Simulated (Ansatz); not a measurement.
Wurtzite KI (it has left that coordination), relaxed with r2SCAN in the plane-wave code Ansatz. The symmetry is P6_3/mmc (No. 194, hexagonal); a = 6.039 Å, c = 7.039 Å in the conventional setting, 55.59 Å³ an atom. Around K lie 5 I at 3.49–3.52 Å; around I lie 5 K at 3.49–3.52 Å. The cell started from the wurtzite prototype, but the relaxation took it to the higher symmetry P6_3/mmc (No. 194), so the name no longer describes it.

The axes x, y and z are those of this cell:
```
CELL_PARAMETERS angstrom
6.03945 0.00000 0.00000
-3.01973 5.23032 0.00000
0.00000 0.00000 7.03912
ATOMIC_POSITIONS crystal
K 0.33333 0.66667 0.93750
K 0.66667 0.33333 0.43750
I 0.33333 0.66667 0.43750
I 0.66667 0.33333 0.93750
```

Unstrained: With PBE the gap is 3.789 eV and direct, at Γ. With r2SCAN the gap is 4.351 eV and direct, at Γ. The HSE06 gap is direct at Γ: 4.736 eV. Meshes: PBE 6×6×4, r2SCAN 6×6×4, HSE06 6×6×4. Strains are changes of length per length, and xy shears are angles. After each strain the atoms were relaxed again with r2SCAN in this cell and within any symmetry left, so distortions that break it or need a larger cell weren't tested; points keep the names that they have in the unstrained zone. Note: simulated data, non-magnetic, for a generated structure that need not be the stable one.

Q: Apply xy shear, engineering strain (angle) -5.11 %. How far does the gap move, against the unstrained cell?

A: PBE: the gap goes from 3.789 to 3.786 eV (-0.003 eV). r2SCAN: the gap goes from 4.351 to 4.348 eV (-0.003 eV). The r2SCAN energy rises by 0.1 meV an atom.

Spin-orbit coupling is left out, which matters wherever the heavy atoms make up the band edges.

For some runs the program warns that the potential is rough where the density is thin, which bears on the empty states there.
